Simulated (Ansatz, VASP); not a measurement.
Ba in VASP and in Ansatz

File INCAR:

```
SYSTEM = Ba
PREC     = Accurate       ! precision mode
ENCUT    = 520            ! plane-wave cutoff, eV
EDIFF    = 1E-6           ! SCF threshold, eV
ISMEAR   = 0              ! smearing method
SIGMA    = 0.05           ! smearing width, eV
LREAL    = .False.        ! projectors in reciprocal space
LASPH    = .True.         ! aspherical terms in the spheres
NELM     = 100            ! most SCF steps
ALGO     = Normal         ! electronic algorithm
ISIF     = 2              ! what is computed and relaxed
LWAVE    = .False.        ! write WAVECAR
LCHARG   = .False.        ! write CHGCAR
GGA      = RP             ! functional
NBANDS   = 11             ! bands
```

The input KPOINTS:

```
regular mesh
0
Gamma
  7 7 7
  0 0 0
```

The input POSCAR:

```
Ba
1.0
    0.0000000000      3.2326650028      3.2326650028
    3.2326650028      0.0000000000      3.2326650028
    3.2326650028      3.2326650028      0.0000000000
Ba
1
Direct
    0.0000000000      0.0000000000      0.0000000000
```

input.yaml

```yaml
crystal:
  lattice:
    - [0.0, 3.2326650028, 3.2326650028]
    - [3.2326650028, 0.0, 3.2326650028]
    - [3.2326650028, 3.2326650028, 0.0]
  atoms:
    - { symbol: Ba, position: [0.0, 0.0, 0.0] }
kpoints:
  mp_grid: { grid: [7, 7, 7] }
scf:
  occupations: { method: gaussian, width: 0.05 }
hamiltonian:
  xc: rpbe
  pseudopotentials: { kind: all_electron, lapw: { basis_error: 0.001 } }
output:
  forces: true
  stress: true
  eigenvalues: true
```

This isn't the form of Ba at room conditions, which is bcc.

Alike in both runs: task single point; functional RPBE; k mesh 7 × 7 × 7; occupations gaussian, width 0.05 eV; no spin polarisation.

|  | VASP | Ansatz |
| --- | --- | --- |
| version | VASP 6.6.1 | Ansatz 0.2.0 |
| potentials or method | VASP PAW PBE potentials, release 64 (Ba_sv) | all-electron LAPW, scalar-relativistic |
| plane-wave cutoff (eV) | 520 | see its input |

|  | VASP | Ansatz | Ansatz less VASP |
| --- | --- | --- | --- |
| gap on the k mesh at the Fermi level (eV) | none | none | - |
| pressure (GPa) | 0.3 | 0.3 | -0.03 |

A gap of «none» marks a metal or a gap that the smearing closes. Ansatz ran all-electron here, so the differences hold the error of VASP's frozen core and of both bases.

Caveats: the PAW data sets were made with another functional, which shifts forces and pressure a little (VASP). Spin-orbit coupling is left out, which matters for the levels of Ba.
